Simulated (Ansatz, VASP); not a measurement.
## One calculation of Li, two programs

```
Li
1.0
     5.79401    0.00000    0.00000
     0.00000    5.79401    0.00000
     0.00000    0.00000    5.01749
Li
8
Direct
  0.44014 0.74628 0.00000
  0.55986 0.25372 0.00000
  0.74628 0.55986 0.50000
  0.25372 0.44014 0.50000
  0.94014 0.75372 0.00000
  0.05986 0.24628 0.00000
  0.75372 0.05986 0.50000
  0.24628 0.94014 0.50000
```

Alike in both runs: task single point; functional PBE; k mesh 4 × 4 × 4; occupations gaussian, width 0.1 eV; no spin polarisation.

```csv
,VASP,Ansatz
version,VASP 6.6.1,Ansatz 0.2.0
potentials or method,"VASP PAW PBE potentials, release 64 (Li_sv)","scalar-relativistic, plane waves, PAW"
plane-wave cutoff (eV),520,420
valence electrons in the cell,24,24
```

```tsv
	VASP	Ansatz	Ansatz less VASP
gap on the k mesh at the Fermi level (eV)	none	none	-
rms of the force components (eV/Å)	0.017	0.017	-0.0002
```

Atom by atom the forces differ by 0.000 eV/Å (rms over components). A gap of «none» marks a metal or a gap that the smearing closes. With one functional, cell and mesh, what is left measures potentials, basis and numerics.
